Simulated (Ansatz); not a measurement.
# Converging the field response of a BaTiO3 (001), BaO faces film, part 2 of 3

Which settings does the induced dipole of a BaTiO3 (001), BaO faces film need, and which can be cut?

Ansatz 0.2.0; plane-wave DFT, PBE, Ansatz PAW (the session's first sound run).

So far, equivalent conductor thickness p/(ε₀AE) (Å): step 2 (single point, setting first choice) 9.46; step 5 (single point, box 26 Å (run 2)) 9.46; step 6 (run, box 26 Å (run 2)) 11.9; step 7 (single point, box 26 Å (run 3)) 9.70; step 8 (single point, box 26 Å (run 4)) 9.46.

## Step 9: Single point, box 26 Å (run 5)

input.yaml

```yaml
crystal:
  lattice:
    - [4.0, 0.0, 0.0]
    - [0.0, 4.0, 0.0]
    - [0.0, 0.0, 26.0]
  atoms:
    - { symbol: Ba, position: [0.0, 0.0, 0.3461538462] }
    - { symbol: O, position: [0.5, 0.5, 0.3461538462] }
    - { symbol: Ti, position: [0.5, 0.5, 0.4230769231] }
    - { symbol: O, position: [0.0, 0.5, 0.4230769231] }
    - { symbol: O, position: [0.5, 0.0, 0.4230769231] }
    - { symbol: Ba, position: [0.0, 0.0, 0.5] }
    - { symbol: O, position: [0.5, 0.5, 0.5] }
    - { symbol: Ti, position: [0.5, 0.5, 0.5769230769] }
    - { symbol: O, position: [0.0, 0.5, 0.5769230769] }
    - { symbol: O, position: [0.5, 0.0, 0.5769230769] }
    - { symbol: Ba, position: [0.0, 0.0, 0.6538461538] }
    - { symbol: O, position: [0.5, 0.5, 0.6538461538] }
kpoints:
  mp_grid: { grid: [16, 16, 1] }
hamiltonian:
  xc: pbe
scf:
  occupations: { method: fixed }
  convergence: { dr2_threshold: 1.0e-10 }
efield:
  axis: 3
  dipole_correction: true
  ramp_position: 0.97
  ramp_width: 0.06
  amplitude: 0.1
output:
  write_potential: true
  write_density: true
  volumetric_format: npy
```

Started as:

```sh
$ ansatz run input.yaml --threads 4 --pin off --max-ram 6144MiB --backend cpu --events-out ev --progress --plain --runs-dir out
```

Numbers of over 12 decimals in the logs are rounded to 6 here.

The log of the run:

```text
[...]
Crystal: 12 atoms, lattice volume = 416.000 Å³
Basis set: ecut = 420 eV, 8151 PW (Γ)
Bands: 60, of which v1, the nominal top of the filled ones, is band 48 counted from 1 (47 counted from 0)
Symmetry: 8 space group operations
k-points: 45 of 256
[...]
k-point 0: bands = [... 44 lower, 1.7853, 1.8535, 2.1279, 2.1279, 4.1116, 4.2007, 4.3077, 4.7022, ... 8 higher]
  k-point 1: bands = [... 44 lower, 1.7509, 1.9609, 2.0394, 2.1007, 4.1926, 4.2781, 4.3406, 4.7057, ... 8 higher]
  k-point 2: bands = [... 44 lower, 1.6589, 1.8048, 2.0269, 2.0693, 4.4087, 4.4389, 4.4851, 4.7172, ... 8 higher]
  k-point 44: bands = [... 44 lower, 2.0612, 2.1255, 2.1922, 2.1922, 6.0485, 6.0485, 6.2637, 6.3659, ... 8 higher]
[key lines of the parts left out:]
SCF converged after 17 iterations
Free energy (F): -26838.372302 eV
Fermi energy:    2.193706 eV
Dipole field:    D = 0.036388 V/Å  (p = 0.083654 e·Å, saw-weighted, corrected)
```

The job ended after 37 s (4 threads of Intel Xeon Platinum 8488C (Sapphire Rapids), shared host; peak memory 1.7 GiB).

The dipole corresponds to a conductor 9.461 Å thick, -0.00 % from the first choice, at 3.2 times its CPU time.

## Step 10: Single point, box 18 Å

The cell differs from the one that the last finished run ended in (c 26.000 → 18.000 Å).

input.yaml, the sections that differ from step 9:

```yaml
crystal:
  lattice:
    - [4.0, 0.0, 0.0]
    - [0.0, 4.0, 0.0]
    - [0.0, 0.0, 18.0]
  atoms:
    - { symbol: Ba, position: [0.0, 0.0, 0.2777777778] }
    - { symbol: O, position: [0.5, 0.5, 0.2777777778] }
    - { symbol: Ti, position: [0.5, 0.5, 0.3888888889] }
    - { symbol: O, position: [0.0, 0.5, 0.3888888889] }
    - { symbol: O, position: [0.5, 0.0, 0.3888888889] }
    - { symbol: Ba, position: [0.0, 0.0, 0.5] }
    - { symbol: O, position: [0.5, 0.5, 0.5] }
    - { symbol: Ti, position: [0.5, 0.5, 0.6111111111] }
    - { symbol: O, position: [0.0, 0.5, 0.6111111111] }
    - { symbol: O, position: [0.5, 0.0, 0.6111111111] }
    - { symbol: Ba, position: [0.0, 0.0, 0.7222222222] }
    - { symbol: O, position: [0.5, 0.5, 0.7222222222] }
kpoints:
  mp_grid: { grid: [8, 8, 1] }
# hamiltonian, scf, efield, output: as in step 9
```

The log of the run:

```text
[...]
Crystal: 12 atoms, lattice volume = 288.000 Å³
Basis set: ecut = 420 eV, 5621 PW (Γ)
Bands: 60, of which v1, the nominal top of the filled ones, is band 48 counted from 1 (47 counted from 0)
Symmetry: 8 space group operations
k-points: 15 of 64
[...]
k-point 0: bands = [... 44 lower, 4.1706, 4.2400, 4.5132, 4.5132, 6.4965, 6.5858, 6.6738, 7.0873, ... 8 higher]
  k-point 1: bands = [... 44 lower, 4.0440, 4.1900, 4.4121, 4.4551, 6.7936, 6.8091, 6.8702, 7.1023, ... 8 higher]
  k-point 2: bands = [... 44 lower, 3.8522, 4.1970, 4.2907, 4.4798, 7.1261, 7.2023, 7.4113, 7.4814, ... 8 higher]
  k-point 14: bands = [... 44 lower, 4.4462, 4.5108, 4.5775, 4.5775, 8.4336, 8.4336, 8.6483, 8.7506, ... 8 higher]
[key lines of the parts left out:]
SCF converged after 17 iterations
Free energy (F): -26838.372101 eV
Fermi energy:    4.577514 eV
Dipole field:    D = 0.052328 V/Å  (p = 0.083284 e·Å, saw-weighted, corrected)
```

The job ended after 8 s (4 threads; peak memory 0.94 GiB; 31 s of CPU time).

The dipole corresponds to a conductor 9.419 Å thick, -0.44 % from the first choice, at 0.67 times its CPU time.

## Step 11: Run, box 22 Å

The cell differs from the one that the last finished run ended in (c 18.000 → 22.000 Å).

input.yaml, the sections that differ from step 10:

```yaml
crystal:
  lattice:
    - [4.0, 0.0, 0.0]
    - [0.0, 4.0, 0.0]
    - [0.0, 0.0, 22.0]
  atoms:
    - { symbol: Ba, position: [0.0, 0.0, 0.3181818182] }
    - { symbol: O, position: [0.5, 0.5, 0.3181818182] }
    - { symbol: Ti, position: [0.5, 0.5, 0.4090909091] }
    - { symbol: O, position: [0.0, 0.5, 0.4090909091] }
    - { symbol: O, position: [0.5, 0.0, 0.4090909091] }
    - { symbol: Ba, position: [0.0, 0.0, 0.5] }
    - { symbol: O, position: [0.5, 0.5, 0.5] }
    - { symbol: Ti, position: [0.5, 0.5, 0.5909090909] }
    - { symbol: O, position: [0.0, 0.5, 0.5909090909] }
    - { symbol: O, position: [0.5, 0.0, 0.5909090909] }
    - { symbol: Ba, position: [0.0, 0.0, 0.6818181818] }
    - { symbol: O, position: [0.5, 0.5, 0.6818181818] }
# kpoints, hamiltonian, scf, efield, output: as in step 10
```

The log of the run:

```text
[...]
Crystal: 12 atoms, lattice volume = 352.000 Å³
Basis set: ecut = 420 eV, 6857 PW (Γ)
Bands: 60, of which v1, the nominal top of the filled ones, is band 48 counted from 1 (47 counted from 0)
Symmetry: 8 space group operations
k-points: 15 of 64
[...]
k-point 0: bands = [... 44 lower, 2.7609, 2.8289, 3.1035, 3.1035, 5.0868, 5.1759, 5.3006, 5.6775, ... 8 higher]
  k-point 1: bands = [... 44 lower, 2.6343, 2.7803, 3.0023, 3.0447, 5.3839, 5.4319, 5.4604, 5.6924, ... 8 higher]
  k-point 2: bands = [... 44 lower, 2.4422, 2.7871, 2.8809, 3.0697, 5.7163, 5.8201, 6.0016, 6.0715, ... 8 higher]
  k-point 14: bands = [... 44 lower, 3.0364, 3.1007, 3.1675, 3.1675, 7.0237, 7.0237, 7.2389, 7.3411, ... 8 higher]
[key lines of the parts left out:]
SCF converged after 17 iterations
Free energy (F): -26838.372366 eV
Fermi energy:    3.167492 eV
Dipole field:    D = 0.042992 V/Å  (p = 0.083631 e·Å, saw-weighted, corrected)
```

It took 9.7 s on 4 threads; peak memory 1.1 GiB; 38 s of CPU time.

The dipole corresponds to a conductor 9.458 Å thick, -0.03 % from the first choice, at 0.83 times its CPU time.

## Step 12: Run, box 34 Å

The cell differs from the one that the last finished run ended in (c 22.000 → 34.000 Å).

input.yaml, the sections that differ from step 11:

```yaml
crystal:
  lattice:
    - [4.0, 0.0, 0.0]
    - [0.0, 4.0, 0.0]
    - [0.0, 0.0, 34.0]
  atoms:
    - { symbol: Ba, position: [0.0, 0.0, 0.3823529412] }
    - { symbol: O, position: [0.5, 0.5, 0.3823529412] }
    - { symbol: Ti, position: [0.5, 0.5, 0.4411764706] }
    - { symbol: O, position: [0.0, 0.5, 0.4411764706] }
    - { symbol: O, position: [0.5, 0.0, 0.4411764706] }
    - { symbol: Ba, position: [0.0, 0.0, 0.5] }
    - { symbol: O, position: [0.5, 0.5, 0.5] }
    - { symbol: Ti, position: [0.5, 0.5, 0.5588235294] }
    - { symbol: O, position: [0.0, 0.5, 0.5588235294] }
    - { symbol: O, position: [0.5, 0.0, 0.5588235294] }
    - { symbol: Ba, position: [0.0, 0.0, 0.6176470588] }
    - { symbol: O, position: [0.5, 0.5, 0.6176470588] }
# kpoints, hamiltonian, scf, efield, output: as in step 11
```

The log of the run:

```text
[...]
Crystal: 12 atoms, lattice volume = 544.000 Å³
Basis set: ecut = 420 eV, 10633 PW (Γ)
Bands: 60, of which v1, the nominal top of the filled ones, is band 48 counted from 1 (47 counted from 0)
Symmetry: 8 space group operations
k-points: 15 of 64
[...]
k-point 0: bands = [... 44 lower, 0.5233, 0.5914, 0.8658, 0.8658, 2.8493, 2.9384, 3.0319, 3.4400, ... 8 higher]
  k-point 1: bands = [... 44 lower, 0.3968, 0.5427, 0.7648, 0.8072, 3.1465, 3.1637, 3.2229, 3.4549, ... 8 higher]
  k-point 2: bands = [... 44 lower, 0.2048, 0.5496, 0.6434, 0.8322, 3.4788, 3.5555, 3.7641, 3.8340, ... 8 higher]
  k-point 14: bands = [... 44 lower, 0.7989, 0.8632, 0.9301, 0.9301, 4.7862, 4.7862, 5.0014, 5.1036, ... 8 higher]
[key lines of the parts left out:]
SCF converged after 18 iterations
Free energy (F): -26838.372469 eV
Fermi energy:    0.930063 eV
Dipole field:    D = 0.027829 V/Å  (p = 0.083662 e·Å, saw-weighted, corrected)
```

The job ended after 16 s (4 threads; peak memory 1.4 GiB; 62 s of CPU time).

The dipole corresponds to a conductor 9.462 Å thick, +0.01 % from the first choice, at 1.4 times its CPU time.

## Step 13: Run, box 26 Å (run 3)

input.yaml, the sections that differ from step 12:

```yaml
crystal:
  lattice:
    - [4.0, 0.0, 0.0]
    - [0.0, 4.0, 0.0]
    - [0.0, 0.0, 26.0]
  atoms:
    - { symbol: Ba, position: [0.0, 0.0, 0.3461538462] }
    - { symbol: O, position: [0.5, 0.5, 0.3461538462] }
    - { symbol: Ti, position: [0.5, 0.5, 0.4230769231] }
    - { symbol: O, position: [0.0, 0.5, 0.4230769231] }
    - { symbol: O, position: [0.5, 0.0, 0.4230769231] }
    - { symbol: Ba, position: [0.0, 0.0, 0.5] }
    - { symbol: O, position: [0.5, 0.5, 0.5] }
    - { symbol: Ti, position: [0.5, 0.5, 0.5769230769] }
    - { symbol: O, position: [0.0, 0.5, 0.5769230769] }
    - { symbol: O, position: [0.5, 0.0, 0.5769230769] }
    - { symbol: Ba, position: [0.0, 0.0, 0.6538461538] }
    - { symbol: O, position: [0.5, 0.5, 0.6538461538] }
efield:
  axis: 3
  dipole_correction: true
  ramp_position: 0.97
  ramp_width: 0.06
  amplitude: 0.005
# kpoints, hamiltonian, scf, output: as in step 12
```

The log of the run:

```text
[...]
Crystal: 12 atoms, lattice volume = 416.000 Å³
Basis set: ecut = 420 eV, 8151 PW (Γ)
Bands: 60, of which v1, the nominal top of the filled ones, is band 48 counted from 1 (47 counted from 0)
Symmetry: 8 space group operations
k-points: 15 of 64
[...]
k-point 0: bands = [... 44 lower, 1.7897, 1.8528, 2.1255, 2.1255, 4.1244, 4.1901, 4.5248, 4.6171, ... 8 higher]
  k-point 1: bands = [... 44 lower, 1.6631, 1.8070, 2.0247, 2.0661, 4.4242, 4.4720, 4.6607, 4.7193, ... 8 higher]
  k-point 2: bands = [... 44 lower, 1.4644, 1.8099, 1.9119, 2.0894, 4.7433, 5.0450, 5.0509, 5.0799, ... 8 higher]
  k-point 14: bands = [... 44 lower, 2.0824, 2.1068, 2.1808, 2.1808, 6.0528, 6.0528, 6.2738, 6.3644, ... 8 higher]
[key lines of the parts left out:]
SCF converged after 17 iterations
Free energy (F): -26838.368102 eV
Fermi energy:    2.180783 eV
Dipole field:    D = 0.001818 V/Å  (p = 0.004180 e·Å, saw-weighted, corrected)
```

Wall time 12 s (4 threads); peak memory 1.2 GiB.

The dipole corresponds to a conductor 9.456 Å thick, -0.06 % from the first choice, at 1.0 times its CPU time.

## Step 14: Run, box 26 Å (run 4)

Edit input.yaml of step 13 so:

```diff
@@ -30,3 +30,3 @@
   ramp_width: 0.06
-  amplitude: 0.005
+  amplitude: 0.03
 output:
```

The log of the run:

```text
[...]
Crystal: 12 atoms, lattice volume = 416.000 Å³
Basis set: ecut = 420 eV, 8151 PW (Γ)
Bands: 60, of which v1, the nominal top of the filled ones, is band 48 counted from 1 (47 counted from 0)
Symmetry: 8 space group operations
k-points: 15 of 64
[...]
k-point 0: bands = [... 44 lower, 1.7893, 1.8529, 2.1257, 2.1257, 4.1231, 4.1912, 4.4839, 4.6559, ... 8 higher]
  k-point 1: bands = [... 44 lower, 1.6627, 1.8068, 2.0249, 2.0664, 4.4225, 4.4735, 4.6153, 4.7191, ... 8 higher]
  k-point 2: bands = [... 44 lower, 1.4646, 1.8101, 1.9113, 2.0898, 4.7431, 5.0002, 5.0427, 5.0820, ... 8 higher]
  k-point 14: bands = [... 44 lower, 2.0794, 2.1095, 2.1819, 2.1819, 6.0524, 6.0524, 6.2728, 6.3645, ... 8 higher]
[key lines of the parts left out:]
SCF converged after 17 iterations
Free energy (F): -26838.368468 eV
Fermi energy:    2.181865 eV
Dipole field:    D = 0.010913 V/Å  (p = 0.025088 e·Å, saw-weighted, corrected)
```

It took 12 s on 4 threads; peak memory 1.2 GiB; 48 s of CPU time.

The dipole corresponds to a conductor 9.458 Å thick, -0.03 % from the first choice, at 1.1 times its CPU time.

## Step 15: Single point, box 26 Å (run 6)

Edit input.yaml of step 14 so:

```diff
@@ -30,3 +30,3 @@
   ramp_width: 0.06
-  amplitude: 0.03
+  amplitude: 0.3
 output:
```

The log of the run:

```text
[...]
Crystal: 12 atoms, lattice volume = 416.000 Å³
Basis set: ecut = 420 eV, 8151 PW (Γ)
Bands: 60, of which v1, the nominal top of the filled ones, is band 48 counted from 1 (47 counted from 0)
Symmetry: 8 space group operations
k-points: 15 of 64
[...]
k-point 0: bands = [... 44 lower, 1.7518, 1.8580, 2.1446, 2.1446, 3.6668, 4.0502, 4.2421, 4.5833, ... 8 higher]
  k-point 1: bands = [... 44 lower, 1.6270, 1.7913, 2.0425, 2.0912, 3.8041, 4.3444, 4.5286, 4.6996, ... 8 higher]
  k-point 2: bands = [... 44 lower, 1.4839, 1.8247, 1.8648, 2.1254, 4.2156, 4.7226, 4.9590, 5.1065, ... 8 higher]
  k-point 14: bands = [... 44 lower, 1.9930, 2.1728, 2.2510, 2.2510, 6.0153, 6.0153, 6.2045, 6.3747, ... 8 higher]
[key lines of the parts left out:]
SCF converged after 17 iterations
Free energy (F): -26838.405785 eV
Fermi energy:    2.251032 eV
Dipole field:    D = 0.109499 V/Å  (p = 0.251734 e·Å, saw-weighted, corrected)
```

Run time: 12 s. Hardware: 4 threads; peak memory 1.2 GiB; 49 s of CPU time.

The dipole corresponds to a conductor 9.490 Å thick, +0.31 % from the first choice, at 1.1 times its CPU time.

## Step 16: Single point, box 26 Å (run 7)

Edit input.yaml of step 15 so:

```diff
@@ -24,3 +24,3 @@
   occupations: { method: fixed }
-  convergence: { dr2_threshold: 1.0e-10 }
+  convergence: { dr2_threshold: 0.0001 }
 efield:
@@ -30,3 +30,3 @@
   ramp_width: 0.06
-  amplitude: 0.3
+  amplitude: 0.1
 output:
```

The log of the run:

```text
[...]
Crystal: 12 atoms, lattice volume = 416.000 Å³
Basis set: ecut = 420 eV, 8151 PW (Γ)
Bands: 60, of which v1, the nominal top of the filled ones, is band 48 counted from 1 (47 counted from 0)
Symmetry: 8 space group operations
k-points: 15 of 64
[...]
k-point 0: bands = [... 44 lower, 1.7847, 1.8528, 2.1271, 2.1271, 4.1077, 4.1968, 4.3097, 4.6989, ... 8 higher]
  k-point 1: bands = [... 44 lower, 1.6584, 1.8046, 2.0261, 2.0689, 4.4049, 4.4409, 4.4814, 4.7139, ... 8 higher]
  k-point 2: bands = [... 44 lower, 1.4668, 1.8109, 1.9047, 2.0941, 4.7376, 4.8305, 5.0226, 5.0926, ... 8 higher]
  k-point 14: bands = [... 44 lower, 2.0597, 2.1240, 2.1923, 2.1923, 6.0448, 6.0448, 6.2598, 6.3623, ... 8 higher]
[key lines of the parts left out:]
SCF converged after 11 iterations
Free energy (F): -26838.372232 eV
Fermi energy:    2.192256 eV
Dipole field:    D = 0.036336 V/Å  (p = 0.083534 e·Å, saw-weighted, corrected)
```

The job ended after 11 s (4 threads; peak memory 1.2 GiB; 42 s of CPU time).

The dipole corresponds to a conductor 9.447 Å thick, -0.14 % from the first choice, at 0.92 times its CPU time.

## Step 17: Run, box 26 Å (run 5)

Edit input.yaml of step 16 so:

```diff
@@ -24,3 +24,3 @@
   occupations: { method: fixed }
-  convergence: { dr2_threshold: 0.0001 }
+  convergence: { dr2_threshold: 1.0e-06 }
 efield:
```

The log of the run:

```text
[...]
Crystal: 12 atoms, lattice volume = 416.000 Å³
Basis set: ecut = 420 eV, 8151 PW (Γ)
Bands: 60, of which v1, the nominal top of the filled ones, is band 48 counted from 1 (47 counted from 0)
Symmetry: 8 space group operations
k-points: 15 of 64
[...]
k-point 0: bands = [... 44 lower, 1.7851, 1.8533, 2.1277, 2.1277, 4.1114, 4.2004, 4.3080, 4.7020, ... 8 higher]
  k-point 1: bands = [... 44 lower, 1.6587, 1.8047, 2.0268, 2.0692, 4.4085, 4.4392, 4.4848, 4.7170, ... 8 higher]
  k-point 2: bands = [... 44 lower, 1.4668, 1.8116, 1.9054, 2.0943, 4.7409, 4.8288, 5.0262, 5.0960, ... 8 higher]
  k-point 14: bands = [... 44 lower, 2.0610, 2.1251, 2.1922, 2.1922, 6.0483, 6.0483, 6.2635, 6.3657, ... 8 higher]
[key lines of the parts left out:]
SCF converged after 12 iterations
Free energy (F): -26838.372273 eV
Fermi energy:    2.192160 eV
Dipole field:    D = 0.036458 V/Å  (p = 0.083814 e·Å, saw-weighted, corrected)
```

Wall time 11 s (4 threads); peak memory 1.2 GiB.

The dipole corresponds to a conductor 9.479 Å thick, +0.19 % from the first choice, at 0.92 times its CPU time.

## Step 18: Run, box 26 Å (run 6)

Edit input.yaml of step 17 so:

```diff
@@ -24,3 +24,3 @@
   occupations: { method: fixed }
-  convergence: { dr2_threshold: 1.0e-06 }
+  convergence: { dr2_threshold: 1.0e-08 }
 efield:
```

The log of the run:

```text
[...]
Crystal: 12 atoms, lattice volume = 416.000 Å³
Basis set: ecut = 420 eV, 8151 PW (Γ)
Bands: 60, of which v1, the nominal top of the filled ones, is band 48 counted from 1 (47 counted from 0)
Symmetry: 8 space group operations
k-points: 15 of 64
[...]
k-point 0: bands = [... 44 lower, 1.7853, 1.8535, 2.1279, 2.1279, 4.1115, 4.2006, 4.3077, 4.7022, ... 8 higher]
  k-point 1: bands = [... 44 lower, 1.6589, 1.8048, 2.0269, 2.0693, 4.4087, 4.4389, 4.4850, 4.7171, ... 8 higher]
  k-point 2: bands = [... 44 lower, 1.4670, 1.8118, 1.9056, 2.0944, 4.7410, 4.8286, 5.0263, 5.0962, ... 8 higher]
  k-point 14: bands = [... 44 lower, 2.0612, 2.1255, 2.1922, 2.1922, 6.0485, 6.0485, 6.2636, 6.3659, ... 8 higher]
[key lines of the parts left out:]
SCF converged after 15 iterations
Free energy (F): -26838.372273 eV
Fermi energy:    2.192199 eV
Dipole field:    D = 0.036377 V/Å  (p = 0.083630 e·Å, saw-weighted, corrected)
```

The job ended after 11 s (4 threads; peak memory 1.2 GiB).

The dipole corresponds to a conductor 9.458 Å thick, -0.03 % from the first choice, at 0.95 times its CPU time.

## Step 19: Single point, box 26 Å (run 8)

This step: plane-wave DFT, LDA, Ansatz PAW (Ansatz 0.2.0).

Edit input.yaml of step 18 so:

```diff
@@ -21,6 +21,6 @@
 hamiltonian:
-  xc: pbe
+  xc: lda
 scf:
   occupations: { method: fixed }
-  convergence: { dr2_threshold: 1.0e-08 }
+  convergence: { dr2_threshold: 1.0e-10 }
 efield:
```

The log of the run:

```text
[...]
Crystal: 12 atoms, lattice volume = 416.000 Å³
Basis set: ecut = 420 eV, 8151 PW (Γ)
Bands: 60, of which v1, the nominal top of the filled ones, is band 48 counted from 1 (47 counted from 0)
Symmetry: 8 space group operations
k-points: 15 of 64
[...]
k-point 0: bands = [... 44 lower, 1.4091, 1.4790, 1.7620, 1.7620, 3.6574, 3.7476, 4.2137, 4.2695, ... 8 higher]
  k-point 1: bands = [... 44 lower, 1.2779, 1.4293, 1.6581, 1.7019, 3.9669, 4.0434, 4.2847, 4.3271, ... 8 higher]
  k-point 2: bands = [... 44 lower, 1.0808, 1.4390, 1.5353, 1.7277, 4.3085, 4.6048, 4.6746, 4.6950, ... 8 higher]
  k-point 14: bands = [... 44 lower, 1.6973, 1.7611, 1.8182, 1.8182, 5.6515, 5.6515, 5.8674, 5.9718, ... 8 higher]
[key lines of the parts left out:]
SCF converged after 17 iterations
Free energy (F): -26145.587875 eV
Fermi energy:    1.818222 eV
Dipole field:    D = 0.036233 V/Å  (p = 0.083299 e·Å, saw-weighted, corrected)
```

Wall time 12 s (4 threads); peak memory 1.2 GiB; 45 s of CPU time.

The dipole corresponds to a conductor 9.421 Å thick, -0.42 % from the first choice, at 0.99 times its CPU time.

[end of part 2 of 3]

[Logs are printed without paths, hosts, clocks, repeated set-up lines and the standing remarks that a program may print on its own settings, such as how far it seeks lower states.]

[Hosts, paths, dates, database ids (printed as entryN), source tags and the programs' standing remarks are cut or masked in the printed files.]

[Maps of the electrostatic potential energy from Ansatz leave out the sawtooth potential of an applied field or a dipole correction, so their vacuum need not be flat; planar profiles and work functions include it.]
